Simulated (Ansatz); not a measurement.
# Point defect: Zr vacancy in ZrS2

These are results of DFT PBE, scalar-relativistic, plane waves, PAW in Ansatz 0.2.0, not measurements. Run with 420 eV cutoff, 2×2×2 k-mesh, shifted by half a step, Gaussian smearing of 0.01 eV, collinear spin.

Host crystal, relaxed:

```
CELL_PARAMETERS angstrom
3.68521 0.00000 0.00000
-1.84260 3.19148 0.00000
0.00000 0.00000 6.75791
ATOMIC_POSITIONS crystal
Zr 0.00000 0.00000 0.00000
S 0.66667 0.33333 0.78568
S 0.33333 0.66667 0.21432
```

Supercell of 36 atoms, rows in host cell vectors: -2 0 -1; 2 2 -1; 0 -2 -1. Atoms relax at the host's cell from a start displaced at random by 0.05 Å near the defect, so other minima may exist. The cell is small, so energies carry finite-size errors of tenths of an eV. The host's Kohn–Sham gap is 1.14 eV.

Defect: Zr vacancy, charge -3.

Command:

```bash
ansatz run input.yaml --threads 4 --pin off --max-ram 10240MiB --backend cpu --events-out ev --progress --plain --runs-dir out
```

The input:

```yaml
crystal:
  lattice:
    - [-7.3704169265, 1.0e-10, -6.757906724]
    - [3.6852084633, 6.3829682948, -6.757906724]
    - [3.6852084632, -6.3829682949, -6.757906724]
  atoms:
    - { symbol: Zr, position: [0.4991788989, 1.0005005963, 0.4996321842] }
    - { symbol: Zr, position: [0.6697540994, 0.1709222911, 0.1596388563] }
    - { symbol: Zr, position: [0.1583674236, 0.1701927711, 0.669219202] }
    - { symbol: Zr, position: [0.669253642, 0.660192611, 0.6700603653] }
    - { symbol: Zr, position: [0.3322485065, 0.3336521507, 0.3327677902] }
    - { symbol: Zr, position: [-0.0044763318, 0.0069368866, -0.0042269938] }
    - { symbol: Zr, position: [0.8322980294, 0.8334506137, 0.332696865] }
    - { symbol: Zr, position: [0.50672302, 0.4978529059, -0.0032533787] }
    - { symbol: Zr, position: [0.3325293865, 0.8337897537, 0.833042874] }
    - { symbol: Zr, position: [0.9942792124, 0.4961073616, 0.5057827547] }
    - { symbol: Zr, position: [0.1652772564, 0.6665068822, 0.1659043463] }
    - { symbol: S, position: [0.4051549857, 0.2385923522, 0.5692847315] }
    - { symbol: S, position: [0.0703498178, 0.9032024309, 0.2391303882] }
    - { symbol: S, position: [0.238806799, 0.0715437767, 0.9048169625] }
    - { symbol: S, position: [0.7375089784, 0.0698401758, 0.4063893235] }
    - { symbol: S, position: [0.2379881275, 0.5714490796, 0.4025642194] }
    - { symbol: S, position: [0.9026404635, 0.2298338672, 0.0777881894], spin: 0.167 }
    - { symbol: S, position: [0.5688492903, 0.9071012092, 0.7378478313] }
    - { symbol: S, position: [0.4014699136, 0.740764414, 0.0715230744] }
    - { symbol: S, position: [0.077360118, 0.4029769889, 0.7292001048], spin: 0.167 }
    - { symbol: S, position: [0.9048103182, 0.7398287169, 0.5701385044] }
    - { symbol: S, position: [0.5700466742, 0.4061541949, 0.2403914677] }
    - { symbol: S, position: [0.7253980856, 0.5835024278, 0.9030821365], spin: 0.167 }
    - { symbol: S, position: [0.7598656036, 0.4398066926, 0.5856135437], spin: 0.167 }
    - { symbol: S, position: [0.4262941355, 0.0956720298, 0.2629538048] }
    - { symbol: S, position: [0.5858827811, 0.264489465, 0.9376890955], spin: 0.167 }
    - { symbol: S, position: [0.0946263944, 0.2608287764, 0.4254505235] }
    - { symbol: S, position: [0.5941214576, 0.7639635785, 0.426599024] }
    - { symbol: S, position: [0.2597169283, 0.4287070118, 0.0961123049] }
    - { symbol: S, position: [0.9360136886, 0.0847432253, 0.7602595627], spin: 0.167 }
    - { symbol: S, position: [0.7597824983, 0.9272555813, 0.0952763497] }
    - { symbol: S, position: [0.4258479258, 0.5959881429, 0.7613002032] }
    - { symbol: S, position: [0.2629709528, 0.9267391094, 0.5947162582] }
    - { symbol: S, position: [0.9270234139, 0.5971834405, 0.2589156089] }
    - { symbol: S, position: [0.0960117422, 0.7604348049, 0.9275591401] }
  host:
    lattice:
      - [3.6852084633, 0.0, 0.0]
      - [-1.8426042316, 3.1914841474, 0.0]
      - [0.0, 0.0, 6.757906724]
    atoms:
      - { symbol: Zr, position: [0.0, 0.0, 0.0] }
      - { symbol: S, position: [0.6666666667, 0.3333333333, 0.785683562] }
      - { symbol: S, position: [0.3333333333, 0.6666666667, 0.214316438] }
total_charge: -3
basis:
  ecutwfc: 420
  xc_grid: 2
kpoints:
  mp_grid: { grid: [2, 2, 2], shift: [0.5, 0.5, 0.5] }
hamiltonian:
  xc: pbe
scf:
  occupations: { method: gaussian, width: 0.01 }
output:
  forces: true
  stress: false
  eigenvalues: true
  populations: true
  charged_corrections:
    defect_position: [0.83333333, 0.33333333, 0.83333333]
    epsilon: [[53.0181, 0.0, 0.0], [0.0, 53.0181, 0.0], [0.0, 0.0, 3.7274]]
  write_density: true
  write_potential: true
  elf: true
  volumetric_format: npy
magnetization:
  spin_polarized: true
relax:
  adjacent_minimum: "off"
  f_tol: 0.025
  max_steps: 45
```

From the output:

```
Warning: RAYON_NUM_THREADS=4 ignored (pool sized by the plan → 4); use --threads N
Crystal: 35 atoms, lattice volume = 953.780 Å³
Basis set: ecut = 420 eV, 18641 PW (Γ), exchange–correlation on 144×144×144 points (8 copies of the dense FFT grid, shifted against one another)
Bands: 176, of which v1, the nominal top of the filled ones, is band 140 counted from 1 (139 counted from 0)
Symmetry: 1 space group operations
Space group: P1 (ITA 1), of the structure as read, at distance tolerance 9.8e-5 Å
k-points: 4 of 8 (time reversal used)
relax step   1: F+E_penalty+E_count = -67705.11333090 eV  Δ(F+E_penalty+E_count) = +0.000e0 eV  max|allowed force component| = 2.821e-1 eV/Å  Δτ_max = 0.0000 Å
relax step   2: F+E_penalty+E_count = -67705.14568742 eV  Δ(F+E_penalty+E_count) = -3.236e-2 eV  max|allowed force component| = 1.350e-1 eV/Å  Δτ_max = 0.0679 Å
relax step   3: F+E_penalty+E_count = -67705.16191832 eV  Δ(F+E_penalty+E_count) = -1.623e-2 eV  max|allowed force component| = 4.170e-2 eV/Å  Δτ_max = 0.0381 Å
relax step   4: F+E_penalty+E_count = -67705.16297673 eV  Δ(F+E_penalty+E_count) = -1.058e-3 eV  max|allowed force component| = 2.117e-2 eV/Å  Δτ_max = 0.0224 Å
SCF converged after 10 iterations
Free energy (F): -67705.162977 eV
E sigma→0 (E₀):  -67705.161944 eV
Fermi energy:    4.610510 eV
```

The relaxation gained 0.05 eV in 4 steps. It took 120 s on 4 threads of AMD EPYC 9R45 96-Core Processor (Zen 5) (shared host), peak memory 3.6 GiB.